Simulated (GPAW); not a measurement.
Write an ASE script for GPAW 26.7.0 that does the following.

- Task: relaxation of cell and atoms
- Functional: PBEsol
- Dispersion: D3(BJ)+ATM
- Potentials or basis: PAW data sets generated in the run's folder for this functional
- Cutoff: 600 eV
- Basis: pw
- k mesh: 8 × 8 × 5
- Occupations: fermi-dirac, width 0.05 eV
- Spin: no spin polarisation
- Maxiter: 150
- Optimizer: BFGS
- Fmax: 0.02 eV/Å
- Max steps: 60
- Convergence: density=1e-05 forces=0.0001

The structure of Ir lies in POSCAR:

```
Ir
1.0
    2.7513778946      0.0000000000      0.0000000000
   -1.3756889473      2.3827631521      0.0000000000
    0.0000000000      0.0000000000      4.4622900000
Ir
2
Direct
    0.3333333333      0.6666666667      0.2500000000
    0.6666666667      0.3333333333      0.7500000000
```

This isn't the form of Ir at room conditions, which is fcc.

The input as run:

run.py

```python
from ase.calculators.mixing import SumCalculator
from ase.filters import FrechetCellFilter
from ase.io import read, write
from ase.optimize import BFGS
from dftd3.ase import DFTD3
from gpaw import GPAW, PW, setup_paths

setup_paths.insert(0, '.')

atoms = read('POSCAR')

calc = GPAW(mode=PW(600),
            xc='PBEsol',
            kpts={'size': (8, 8, 5), 'gamma': True},
            occupations={'name': 'fermi-dirac', 'width': 0.05},
            nbands=28,
            convergence={'density': 1e-05, 'forces': 0.0001},
            maxiter=150,
            txt='gpaw.txt')
atoms.calc = SumCalculator([calc, DFTD3(damping='d3bj', params_tweaks=dict(method='pbesol', atm=True))])
opt = BFGS(FrechetCellFilter(atoms), trajectory='relax.traj', logfile='-')
done = opt.run(fmax=0.02, steps=60)
calc.write('gs.gpw')
write('result.traj', atoms)
print('Converged:', done)
print('Cell:', atoms.cell.cellpar().round(4))
print('Volume:', round(atoms.get_volume(), 4))
print(atoms.get_scaled_positions().round(5))
```

Potentials or basis: PAW data sets generated in the run's folder for this functional, pw.

Command:

```bash
$ gpaw-setup -f PBEsol Ir
$ OMP_NUM_THREADS=1 python run.py
```

It gave:

- Relaxed volume: 13.89 Å³/atom
- Relaxed cell: a = 2.708 Å, b = 2.708 Å, c = 4.375 Å, α = 90.00°, β = 90.00°, γ = 120.00°
- Space group after relaxing (to 0.05 Å): P6_3/mmc (No. 194)
- Energy gained by relaxing: 44.1 meV/atom
- Ionic steps: 6
- Pressure after relaxing: -0.1 GPa
- Band gap on the k mesh: none (metal or under the smearing width)
- Dispersion energy per atom: -0.624 eV

Caveat: later steps reuse the first step's grids; pairwise dispersion overbinds metals, which lowers pressure and volume.

Run time: 72 s on 1 thread of Arm Neoverse V2, with other jobs on the host, peak memory 0.25 GiB.
